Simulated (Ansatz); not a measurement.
# SiO2 (P3_121): the host for defect calculations, part 2 of 2

Aim: the runs on the perfect crystal SiO2 (P3_121) that a defect calculation needs first.

Ansatz 0.2.0; plane-wave PAW DFT, PBEsol; relaxation of the host's cell and atoms; PAW set soft_1 (the session's first sound run).

So far. Step 3 (Dielectric tensors of the host): The principal values of the electronic dielectric tensor are 2.49, 2.49 and 2.52. The principal values of the static dielectric tensor are 4.63, 4.63 and 4.85.

## Step 4: Defect free supercell relaxed in its symmetry

This cell, the one that will hold the defects, is built from the relaxed host. Its coarser k-points can move the atoms a little, so it is relaxed from the symmetric sites, as the reference for the test of stability.

This step: plane-wave PAW DFT, PBEsol; relaxation of the defect-free supercell in its symmetry; PAW set soft_1 (Ansatz 0.2.0).

System of this step: SiO2 (P3_121). The cell holds 72 atoms: 24 Si and 48 O. Its edges and angles: a = 9.897 Å, b = 9.897 Å, c = 10.883 Å, α = 90.0°, β = 90.0°, γ = 120.0°.

Input file pristine.symmetric/input.yaml:

```yaml
crystal:
  lattice:
    - [9.8968274618, 0.0, 0.0]
    - [-4.9484137309, 8.5709039988, 0.0]
    - [0.0, 0.0, 10.8826433342]
  atoms:
    - { symbol: Si, position: [0.264857442, 0.264857442, 0.0] }
    - { symbol: Si, position: [0.0, 0.235142558, 0.3333333334] }
    - { symbol: Si, position: [0.235142558, 0.0, 0.1666666666] }
    - { symbol: O, position: [0.1335409377, 0.2062433942, 0.3926943436] }
    - { symbol: O, position: [0.2937566058, 0.4272975434, 0.0593610103] }
    - { symbol: O, position: [0.0727024566, 0.3664590623, 0.226027677] }
    - { symbol: O, position: [0.2062433942, 0.1335409377, 0.1073056564] }
    - { symbol: O, position: [0.3664590623, 0.0727024566, 0.273972323] }
    - { symbol: O, position: [0.4272975434, 0.2937566058, 0.4406389897] }
    - { symbol: Si, position: [0.264857442, 0.264857442, 0.5] }
    - { symbol: Si, position: [0.0, 0.235142558, 0.8333333333] }
    - { symbol: Si, position: [0.235142558, 0.0, 0.6666666666] }
    - { symbol: O, position: [0.1335409377, 0.2062433942, 0.8926943436] }
    - { symbol: O, position: [0.2937566058, 0.4272975434, 0.5593610103] }
    - { symbol: O, position: [0.0727024566, 0.3664590623, 0.726027677] }
    - { symbol: O, position: [0.2062433942, 0.1335409377, 0.6073056564] }
    - { symbol: O, position: [0.3664590623, 0.0727024566, 0.773972323] }
    - { symbol: O, position: [0.4272975434, 0.2937566058, 0.9406389897] }
    - { symbol: Si, position: [0.264857442, 0.764857442, 0.0] }
    - { symbol: Si, position: [0.0, 0.735142558, 0.3333333334] }
    - { symbol: Si, position: [0.235142558, 0.5, 0.1666666666] }
    - { symbol: O, position: [0.1335409377, 0.7062433942, 0.3926943436] }
    - { symbol: O, position: [0.2937566058, 0.9272975434, 0.0593610103] }
    - { symbol: O, position: [0.0727024566, 0.8664590623, 0.226027677] }
    - { symbol: O, position: [0.2062433942, 0.6335409377, 0.1073056564] }
    - { symbol: O, position: [0.3664590623, 0.5727024566, 0.273972323] }
    - { symbol: O, position: [0.4272975434, 0.7937566058, 0.4406389897] }
    - { symbol: Si, position: [0.264857442, 0.764857442, 0.5] }
    - { symbol: Si, position: [0.0, 0.735142558, 0.8333333333] }
    - { symbol: Si, position: [0.235142558, 0.5, 0.6666666666] }
    - { symbol: O, position: [0.1335409377, 0.7062433942, 0.8926943436] }
    - { symbol: O, position: [0.2937566058, 0.9272975434, 0.5593610103] }
    - { symbol: O, position: [0.0727024566, 0.8664590623, 0.726027677] }
    - { symbol: O, position: [0.2062433942, 0.6335409377, 0.6073056564] }
    - { symbol: O, position: [0.3664590623, 0.5727024566, 0.773972323] }
    - { symbol: O, position: [0.4272975434, 0.7937566058, 0.9406389897] }
    - { symbol: Si, position: [0.764857442, 0.264857442, 0.0] }
    - { symbol: Si, position: [0.5, 0.235142558, 0.3333333334] }
    - { symbol: Si, position: [0.735142558, 0.0, 0.1666666666] }
    - { symbol: O, position: [0.6335409377, 0.2062433942, 0.3926943436] }
    - { symbol: O, position: [0.7937566058, 0.4272975434, 0.0593610103] }
    - { symbol: O, position: [0.5727024566, 0.3664590623, 0.226027677] }
    - { symbol: O, position: [0.7062433942, 0.1335409377, 0.1073056564] }
    - { symbol: O, position: [0.8664590623, 0.0727024566, 0.273972323] }
    - { symbol: O, position: [0.9272975434, 0.2937566058, 0.4406389897] }
    - { symbol: Si, position: [0.764857442, 0.264857442, 0.5] }
    - { symbol: Si, position: [0.5, 0.235142558, 0.8333333333] }
    - { symbol: Si, position: [0.735142558, 0.0, 0.6666666666] }
    - { symbol: O, position: [0.6335409377, 0.2062433942, 0.8926943436] }
    - { symbol: O, position: [0.7937566058, 0.4272975434, 0.5593610103] }
    - { symbol: O, position: [0.5727024566, 0.3664590623, 0.726027677] }
    - { symbol: O, position: [0.7062433942, 0.1335409377, 0.6073056564] }
    - { symbol: O, position: [0.8664590623, 0.0727024566, 0.773972323] }
    - { symbol: O, position: [0.9272975434, 0.2937566058, 0.9406389897] }
    - { symbol: Si, position: [0.764857442, 0.764857442, 0.0] }
    - { symbol: Si, position: [0.5, 0.735142558, 0.3333333334] }
    - { symbol: Si, position: [0.735142558, 0.5, 0.1666666666] }
    - { symbol: O, position: [0.6335409377, 0.7062433942, 0.3926943436] }
    - { symbol: O, position: [0.7937566058, 0.9272975434, 0.0593610103] }
    - { symbol: O, position: [0.5727024566, 0.8664590623, 0.226027677] }
    - { symbol: O, position: [0.7062433942, 0.6335409377, 0.1073056564] }
    - { symbol: O, position: [0.8664590623, 0.5727024566, 0.273972323] }
    - { symbol: O, position: [0.9272975434, 0.7937566058, 0.4406389897] }
    - { symbol: Si, position: [0.764857442, 0.764857442, 0.5] }
    - { symbol: Si, position: [0.5, 0.735142558, 0.8333333333] }
    - { symbol: Si, position: [0.735142558, 0.5, 0.6666666666] }
    - { symbol: O, position: [0.6335409377, 0.7062433942, 0.8926943436] }
    - { symbol: O, position: [0.7937566058, 0.9272975434, 0.5593610103] }
    - { symbol: O, position: [0.5727024566, 0.8664590623, 0.726027677] }
    - { symbol: O, position: [0.7062433942, 0.6335409377, 0.6073056564] }
    - { symbol: O, position: [0.8664590623, 0.5727024566, 0.773972323] }
    - { symbol: O, position: [0.9272975434, 0.7937566058, 0.9406389897] }
basis:
  ecutwfc: 420
  xc_grid: 2
hamiltonian:
  xc: pbesol
  pseudopotentials: { kind: paw, azcp: { folder: soft_1 }, xc_functional: pbe }
kpoints:
  mp_grid: { grid: [1, 1, 1] }
scf:
  occupations: { method: fermi_dirac, width: 0.01 }
  max_iter: 100
  lower_state_search: "off"
output:
  forces: true
relax:
  f_tol: 0.015
  max_steps: 60
  escape_saddle: false
checkpoint:
  write: "../pristine.symmetric.run"
  compress: false
  write_wavefunctions: false
  write_every: 100000
```

Run with:

```sh
$ ansatz run input.yaml --threads 32 --pin off --max-ram 84787MiB --backend cuda --events-out ev --progress --plain --runs-dir out --max-vram 78GiB
```

Numbers of over 12 decimals in the logs are rounded to 6 here.

What it wrote:

```text
[...]
device memory: the entry about to start is reckoned to put 3.1 GiB on a device that reports 175.9 GiB free (of which the cap on the GPU budget leaves the run 78.0 GiB)
GPU FFT provider: cuFFT
GPU libraries: cuBLAS 13.8.1, cuFFT 12.4.0, cuSOLVER 12.3.2
GPU matrix products: emulated (plane waves: as basis.precision tells), large ones in fixed point in workspaces of 1.00 GiB
Crystal: 72 atoms, lattice volume = 923.118 Å³
Basis set: ecut = 420 eV, 18049 PW (Γ), exchange–correlation on 144×144×150 points (8 copies of the dense FFT grid, shifted against one another)
Bands: 264, of which v1, the nominal top of the filled ones, is band 192 counted from 1 (191 counted from 0)
Symmetry: 48 space group operations
[...]
k-points: 1
[...]
GPU buffer pool allocated for 388800 grid points (all kernels)
GPU transforms: local potential and band sums: pruned to the plane-wave sphere, on 72×72×75
[...]
SCF iter   1: F=—  HF=-41953.548389 eV  |Δ(HF+E_count)|=         —  Δρ=1.22e-1  dr2=1.24e2  Hψ=1180
[...]
SCF iter   8: F=-41918.967883 eV  HF=-41918.967883 eV  |Δ(HF+E_count)|=   3.50e-6  Δρ=2.86e-6  dr2=7.73e-8  Hψ=679
SCF 1 converged in 8 iterations: F = -41918.967883 eV  dr2 = 7.73e-8
[...]
relax step   1: F+E_penalty+E_count = -41918.96788342 eV  Δ(F+E_penalty+E_count) = +0.000e0 eV  max|allowed force component| = 6.643e-3 eV/Å  Δτ_max = 0.0000 Å  (8 SCF iters, dr2 threshold 5.63e-6 eV, accepted)
[...]
SCF iter   3: F=-41918.967884 eV  HF=-41918.967884 eV  |Δ(HF+E_count)|=   5.14e-8  Δρ=6.90e-7  dr2=4.49e-9  Hψ=652
SCF 2 converged in 3 iterations: F = -41918.967884 eV  dr2 = 4.49e-9
relax step   2: F+E_penalty+E_count = -41918.96788360 eV  Δ(F+E_penalty+E_count) = -1.802e-7 eV  max|allowed force component| = 6.625e-3 eV/Å  Δτ_max = 0.0000 Å  (3 SCF iters, accepted)
SCF converged after 3 iterations
Free energy (F): -41918.967884 eV
[...]
Internal energy: -41918.967884 eV  (E = F + TS)
E sigma→0 (E₀):  -41918.967884 eV
Fermi energy:    5.095706 eV
[...]
--- Forces (eV/Å), atoms counted from 1 ---
  atom   1  Si    -0.00067257    -0.00116492    -0.00000000
  atom   2  Si    -0.00067257     0.00116492    -0.00000000
  atom   3  Si     0.00134513     0.00000000     0.00000000
  atom   4  O     -0.00105718    -0.00662518     0.00604831
  atom   5  O      0.00626616     0.00239704     0.00604831
  atom   6  O     -0.00520898     0.00422813     0.00604831
  [... 66 more lines of this table ...]
  max |Σ_I F_I| component: 1.56e-17 eV/Å
--- Relaxed structure (2 steps of the walk, 2 accepted, 0 SCFs on fresh bases) ---
  F+E_penalty+E_count = -41918.96788360 eV   max|allowed force component| = 6.625e-3 eV/Å
  atoms:
    - { symbol: Si, position: [0.264857, 0.264857, 6.412051959303441e-17] }
    - { symbol: Si, position: [-1.3877787807814457e-17, 0.235142558, 0.333333] }
    - { symbol: Si, position: [0.235143, 0.0, 0.166667] }
    - { symbol: O, position: [0.133541, 0.206243, 0.392694] }
    - { symbol: O, position: [0.293757, 0.427298, 0.059361] }
    - { symbol: O, position: [0.072702, 0.366459, 0.226028] }
  [... 66 more lines of this table ...]
```

Elapsed: 2.1 s, on 1 × NVIDIA GB200 with 32 threads of Arm Neoverse V2, shared host; peak memory 0.95 GiB; 4.1 s of CPU time.

No atom moved by 0.005 Å in the relaxation.

## Step 5: Defect free supercell relaxed from displaced atoms

This step: plane-wave PAW DFT, PBEsol; relaxation of the defect-free supercell from random displacements, a test of the host's stability; PAW set soft_1 (Ansatz 0.2.0).

pristine.rattled/input.yaml, as its differences from pristine.symmetric/input.yaml of step 4:

```diff
@@ -94,6 +94,6 @@
   f_tol: 0.015
-  max_steps: 60
-  escape_saddle: false
+  max_steps: 120
+  random_displacement: { amplitude: 0.06, seed: 1412 }
 checkpoint:
-  write: "../pristine.symmetric.run"
+  write: "../pristine.rattled.run"
   compress: false
```

What it wrote:

```text
[...]
Crystal: 72 atoms, lattice volume = 923.118 Å³
Basis set: ecut = 420 eV, 18049 PW (Γ), exchange–correlation on 144×144×150 points (8 copies of the dense FFT grid, shifted against one another)
Bands: 264, of which v1, the nominal top of the filled ones, is band 192 counted from 1 (191 counted from 0)
Symmetry: 1 space group operations
k-points: 1
[...]
SCF iter   1: F=—  HF=-41951.242093 eV  |Δ(HF+E_count)|=         —  Δρ=1.23e-1  dr2=1.27e2  Hψ=1182
[...]
SCF iter   2: F=—  HF=-41916.348593 eV  |Δ(HF+E_count)|=    3.49e1  Δρ=4.28e-2  dr2=7.19e0  Hψ=642
[...]
SCF iter   9: F=-41915.459439 eV  HF=-41915.459439 eV  |Δ(HF+E_count)|=   2.46e-5  Δρ=1.54e-5  dr2=1.61e-6  Hψ=979
SCF 1 converged in 9 iterations: F = -41915.459439 eV  dr2 = 1.61e-6
[...]
relax step   1: F+E_penalty+E_count = -41915.45943851 eV  Δ(F+E_penalty+E_count) = +0.000e0 eV  max|allowed force component| = 4.746e0 eV/Å  Δτ_max = 0.0000 Å  (9 SCF iters, dr2 threshold 5.63e-6 eV, accepted)
[...]
relax step   2: F+E_penalty+E_count = -41917.51672997 eV  Δ(F+E_penalty+E_count) = -2.057e0 eV  max|allowed force component| = 2.823e0 eV/Å  Δτ_max = 0.0406 Å  (5 SCF iters, dr2 threshold 1.00e-4 eV, accepted)
relax step   3: F+E_penalty+E_count = -41918.96380894 eV  Δ(F+E_penalty+E_count) = -1.447e0 eV  max|allowed force component| = 5.614e-2 eV/Å  Δτ_max = 0.0612 Å  (6 SCF iters, dr2 threshold 1.00e-4 eV, accepted)
relax step   4: F+E_penalty+E_count = -41918.96382662 eV  Δ(F+E_penalty+E_count) = -1.768e-5 eV  max|allowed force component| = 5.581e-2 eV/Å  Δτ_max = 0.0000 Å  (4 SCF iters, accepted)
[...]
SCF iter   1: F=—  HF=-41918.973771 eV  |Δ(HF+E_count)|=         —  Δρ=1.71e-3  dr2=1.83e-2  Hψ=515
[...]
SCF iter   2: F=—  HF=-41918.968657 eV  |Δ(HF+E_count)|=   5.11e-3  Δρ=9.22e-4  dr2=5.47e-3  Hψ=447
[...]
SCF iter   7: F=-41918.968252 eV  HF=-41918.968252 eV  |Δ(HF+E_count)|=   1.42e-7  Δρ=3.60e-6  dr2=9.03e-8  Hψ=979
SCF 5 converged in 7 iterations: F = -41918.968252 eV  dr2 = 9.03e-8
[...]
relax step   5: F+E_penalty+E_count = -41918.96825181 eV  Δ(F+E_penalty+E_count) = -4.425e-3 eV  max|allowed force component| = 2.402e-3 eV/Å  Δτ_max = 0.0227 Å  (7 SCF iters, accepted)
SCF converged after 7 iterations
Free energy (F): -41918.968252 eV
[...]
Internal energy: -41918.968252 eV  (E = F + TS)
E sigma→0 (E₀):  -41918.968252 eV
Fermi energy:    5.096421 eV
[...]
--- Forces (eV/Å), atoms counted from 1 ---
  atom   1  Si     0.00036270    -0.00058245     0.00068112
  atom   2  Si    -0.00082156     0.00077082     0.00053603
  atom   3  Si     0.00084456    -0.00057028     0.00011004
  atom   4  O     -0.00005410     0.00188325    -0.00011553
  atom   5  O     -0.00014651    -0.00072431     0.00056904
  atom   6  O     -0.00108191     0.00057124    -0.00007165
  [... 66 more lines of this table ...]
  max |Σ_I F_I| component: 2.62e-5 eV/Å
--- Relaxed structure (5 steps of the walk, 5 accepted, 0 SCFs on fresh bases) ---
  F+E_penalty+E_count = -41918.96825181 eV   max|allowed force component| = 2.402e-3 eV/Å
  atoms:
    - { symbol: Si, position: [0.264949, 0.264835, 0.000601] }
    - { symbol: Si, position: [-1.4583542258139737e-5, 0.234979, 0.333897] }
    - { symbol: Si, position: [0.235288, 3.289789747644902e-5, 0.167314] }
    - { symbol: O, position: [0.132882, 0.205338, 0.393568] }
    - { symbol: O, position: [0.294270, 0.427372, 0.060043] }
    - { symbol: O, position: [0.073210, 0.366476, 0.226796] }
  [... 66 more lines of this table ...]
```

Wall time 2.6 s (1 × NVIDIA GB200 with 32 threads); peak memory 0.88 GiB.

Relaxation path:

```csv
step,energy less that of the first step (eV),largest force component (eV/Å)
1,0.0000,4.7461
2,-2.0573,2.8226
3,-3.5044,0.0561
4,-3.5044,0.0558
5,-3.5088,0.0024
```

The relaxation ends 49 meV an atom lower than the displaced start, with a largest force component of 0.0024 eV/Å.

## Step 6: Host on a dense mesh

This step: plane-wave PAW DFT, PBEsol; single point of the defect-free host, a test of the k-point sampling; PAW set soft_1 (Ansatz 0.2.0).

System of this step: SiO2 (P3_121). The structure is trigonal, space group P3_121 (No. 152). Conventional cell: a = 4.948 Å, b = 4.948 Å, c = 5.441 Å, α = 90.00°, β = 90.00°, γ = 120.00°. Nearest to Si lie 4 O at 1.62 Å. Nearest to O lie 2 Si at 1.62 Å. Farther neighbours and most contacts between anions are not listed.

Input file dense/input.yaml:

```yaml
crystal:
  lattice:
    - [4.9484137309, 0.0, 0.0]
    - [-2.4742068654, 4.2854519994, 0.0]
    - [0.0, 0.0, 5.4413216671]
  atoms:
    - { symbol: Si, position: [0.5297148839, 0.5297148839, 0.0] }
    - { symbol: Si, position: [0.0, 0.4702851161, 0.6666666667] }
    - { symbol: Si, position: [0.4702851161, 0.0, 0.3333333333] }
    - { symbol: O, position: [0.2670818754, 0.4124867885, 0.7853886872] }
    - { symbol: O, position: [0.5875132115, 0.8545950869, 0.1187220206] }
    - { symbol: O, position: [0.1454049131, 0.7329181246, 0.4520553539] }
    - { symbol: O, position: [0.4124867885, 0.2670818754, 0.2146113128] }
    - { symbol: O, position: [0.7329181246, 0.1454049131, 0.5479446461] }
    - { symbol: O, position: [0.8545950869, 0.5875132115, 0.8812779794] }
basis:
  ecutwfc: 420
  xc_grid: 2
hamiltonian:
  xc: pbesol
  pseudopotentials: { kind: paw, azcp: { folder: soft_1 }, xc_functional: pbe }
kpoints:
  mp_grid: { grid: [7, 7, 5] }
scf:
  occupations: { method: fermi_dirac, width: 0.01 }
  max_iter: 100
  lower_state_search: "off"
checkpoint:
  write: "../dense.run"
  compress: false
  write_wavefunctions: false
  write_every: 100000
```

What it wrote:

```text
[...]
GPU FFT provider: cuFFT
GPU libraries: cuBLAS 13.8.1, cuFFT 12.4.0, cuSOLVER 12.3.2
[...]
Crystal: 9 atoms, lattice volume = 115.390 Å³
Basis set: ecut = 420 eV, 2221 PW (Γ), exchange–correlation on 72×72×80 points (8 copies of the dense FFT grid, shifted against one another)
Bands: 33, of which v1, the nominal top of the filled ones, is band 24 counted from 1 (23 counted from 0)
Symmetry: 6 space group operations
[...]
k-points: 32 of 245 (time reversal used)
[...]
GPU buffer pool allocated for 51840 grid points (all kernels)
[...]
SCF iter   1: F=—  HF=-5244.196894 eV  |Δ(HF+E_count)|=         —  Δρ=1.22e-1  dr2=1.55e1  Hψ=5546
[...]
SCF iter   8: F=-5239.876985 eV  HF=-5239.876985 eV  |Δ(HF+E_count)|=   4.43e-7  Δρ=3.65e-6  dr2=1.40e-8  Hψ=2713
SCF 1 converged in 8 iterations: F = -5239.876985 eV  dr2 = 1.40e-8
[...]
SCF converged after 8 iterations
Free energy (F): -5239.876985 eV
[...]
Internal energy: -5239.876985 eV  (E = F + TS)
E sigma→0 (E₀):  -5239.876985 eV
Fermi energy:    5.114796 eV
[...]
```

The job ended after 1.2 s (1 × NVIDIA GB200 with 32 threads; peak memory 0.95 GiB; 2.5 s of CPU time).

## Step 7: Defect free supercell at the zone centre

The supercell is run at the zone centre, to see how far that sampling misses the dense mesh.

System of this step: SiO2 (P3_121). The cell holds 72 atoms: 24 Si and 48 O. Cell: a = 9.897 Å, b = 9.897 Å, c = 10.883 Å, α = 90.0°, β = 90.0°, γ = 120.0°.

pristine.sampling_gamma/input.yaml, as its differences from pristine.rattled/input.yaml of step 5:

```diff
@@ -90,10 +90,4 @@
   lower_state_search: "off"
-output:
-  forces: true
-relax:
-  f_tol: 0.015
-  max_steps: 120
-  random_displacement: { amplitude: 0.06, seed: 1412 }
 checkpoint:
-  write: "../pristine.rattled.run"
+  write: "../pristine.sampling_gamma.run"
   compress: false
```

What it wrote:

```text
[...]
GPU FFT provider: cuFFT
GPU libraries: cuBLAS 13.8.1, cuFFT 12.4.0, cuSOLVER 12.3.2
[...]
Crystal: 72 atoms, lattice volume = 923.118 Å³
Basis set: ecut = 420 eV, 18049 PW (Γ), exchange–correlation on 144×144×150 points (8 copies of the dense FFT grid, shifted against one another)
Bands: 264, of which v1, the nominal top of the filled ones, is band 192 counted from 1 (191 counted from 0)
Symmetry: 48 space group operations
[...]
k-points: 1
[...]
GPU buffer pool allocated for 388800 grid points (all kernels)
[...]
SCF iter   1: F=—  HF=-41953.548377 eV  |Δ(HF+E_count)|=         —  Δρ=1.22e-1  dr2=1.24e2  Hψ=1180
[...]
SCF iter   8: F=-41918.967884 eV  HF=-41918.967883 eV  |Δ(HF+E_count)|=   3.42e-6  Δρ=3.08e-6  dr2=8.52e-8  Hψ=678
SCF 1 converged in 8 iterations: F = -41918.967884 eV  dr2 = 8.52e-8
[...]
SCF converged after 8 iterations
Free energy (F): -41918.967884 eV
[...]
Internal energy: -41918.967884 eV  (E = F + TS)
E sigma→0 (E₀):  -41918.967884 eV
Fermi energy:    5.095702 eV
[...]
```

The job ended after 1.1 s (1 × NVIDIA GB200 with 32 threads; peak memory 0.93 GiB).

## Step 8: Summary of results

- primitive cell vectors, lengths: 4.948, 4.948, 5.441 Å
- electronic dielectric constant: principal values (2.49, 2.49, 2.52)
- static dielectric constant: principal values (4.63, 4.63, 4.85)
- gap on the k-mesh of the response run (PBEsol): 5.72 eV
- supercell relaxed in its symmetry less the displaced and relaxed one: 0.000 eV
- energy an atom at the zone centre alone less that on the dense mesh: 0.001 eV

Step 5: The energy fell by 3.509 eV from the randomly displaced start; against the sites as typed, O31 ends farthest off, by 0.01 Å, once the mean shift is taken out. The displaced cell ends within 0.01 eV of the symmetric one relaxed in its symmetry, so no lower structure shows in this supercell. The k-mesh can miss the band edges, so this gap is an upper bound at this level. All at zero temperature.

[Logs are printed without paths, hosts, clocks, repeated set-up lines and the standing remarks that a program may print on its own settings, such as how far it seeks lower states.]

[Hosts, paths, dates, database ids (printed as entryN), source tags and the programs' standing remarks are cut or masked in the printed files.]

[Runs of the host that timed out are not shown.]

[For some hosts the program warned that the k-mesh of the response run may be too coarse for force constants and the static dielectric constant; such warnings are not always shown.]
